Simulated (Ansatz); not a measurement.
**Two structures of Lu: comparison of enthalpies under pressure in Python**

One table from this session's results is given with a row withheld; the runs are named, their logs left out.

All numbers are computed with the Python package of Ansatz 0.2.0. Level of theory: DFT PBE, plane waves, PAW.

## The system

Lu Fd-3m: The structure is cubic, space group Fd-3m (No. 227). The conventional cell has a = 6.740 Å, b = 6.740 Å, c = 6.740 Å, α = 90.00°, β = 90.00°, γ = 90.00°. Lu (site symmetry -43m) is surrounded by 4 Lu at 2.92 Å.

Lu Fm-3m: The structure is cubic, space group Fm-3m (No. 225). Conventional cell: a = 4.900 Å, b = 4.900 Å, c = 4.900 Å, α = 90.00°, β = 90.00°, γ = 90.00°. Around Lu (site symmetry m-3m) lie 12 Lu at 3.46 Å.

No structure file is read: the coordinates are typed or built in the script.

The first run:

transition_lu.py reads:

```python
# -*- coding: utf-8 -*-
"""Pressure at which two phases of Lu cross."""

import warnings

import ansatz as az
import numpy as np


def diamond(first, a):
    return (
        az.Lattice.fcc(a)
        .space_group(227, origin_choice=1)
        .atom(first, [0, 0, 0])
        .primitive()
    )


def fcc(a_site, a):
    return (
        az.Lattice.fcc(a)
        .space_group(225)
        .atom(a_site, [0, 0, 0])
        .primitive()
    )


def ground_state(name, crystal, pressure=0.0):
    calc = crystal.calculation()
    calc = calc.functional("PBE").basis(17 * az.Ha)
    calc = calc.kpoints(spacing=0.14)
    calc = calc.occupations("fermi_dirac", width=0.05)
    calc = calc.relax(force_tolerance=0.03, cell=True, pressure=pressure)
    return calc.run(threads=1, backend="cpu")


def volume_per_atom(outcome):
    return abs(np.linalg.det(outcome.lattice.cell_ang)) / len(outcome.lattice.sites)

warnings.simplefilter("ignore", az.DeckWarning)

phases = {}
phases["diamond"] = diamond("Lu", 6.74)
phases["fcc"] = fcc("Lu", 4.9)

# enthalpy per atom at each pressure
pressures = [0, 20, 40, 60]
enthalpy, volume = {name: [] for name in phases}, {name: [] for name in phases}
for p in pressures:
    for name, crystal in phases.items():
        o = ground_state(name, crystal, pressure=p)
        volume[name].append(volume_per_atom(o))
        enthalpy[name].append(o.report["energy_sigma0_ev"] / len(o.lattice.sites) + p * volume[name][-1] / 160.21766)
gap = np.array(enthalpy["fcc"]) - np.array(enthalpy["diamond"])
rows = [(p, va, vb, 1000 * d) for p, va, vb, d in zip(pressures, volume["diamond"], volume["fcc"], gap)]
print("   P (GPa)  V diamond (A^3/atom)  V fcc (A^3/atom)  H(fcc) - H(diamond) (meV/atom)")
for row in rows:
    print(f"{row[0]:10d}  {row[1]:20.3f}  {row[2]:16.3f}  {row[3]:+30.1f}")
crossings = [p0 - g0 * (p1 - p0) / (g1 - g0) for p0, p1, g0, g1 in zip(pressures, pressures[1:], gap, gap[1:]) if g0 * g1 < 0]
print("crossing near", [round(float(p), 1) for p in crossings], "GPa") if crossings else print("no crossing in this range")
```

Started as:

```sh
> python transition_lu.py
```

Among the steps run: Launch.

One of the session's tables, all rows but one given; the rest of the session is left out.

It belongs to the step «What each run gave». Enthalpy H = E + pV of the second structure less the first:

```
pressure (GPa)  ΔH (meV/atom)
             0        -1960.2
            20              ?
            40        -3091.2
            60        -3232.9
```

**Question.** Estimate the row for pressure (GPa) = 20.

Worked estimate for «ΔH (meV/atom)». A straight line through the neighbours (0, -1960.2) and (40, -3091.2) gives -1960.2 + (-3091.2 + 1960.2) × (20 − 0) / (40 − 0) = -2525.7; a parabola fitted to 3 rows on both sides gives -2667.0.

**Answer.** ΔH (meV/atom): -2855.2. In «ΔH (meV/atom)» the line misses by +329.5 and the parabola by +188.2.

Limits of these values: Only these two structures are compared, at zero temperature and with their symmetry kept; either may be hypothetical, and another phase may be lower than both.
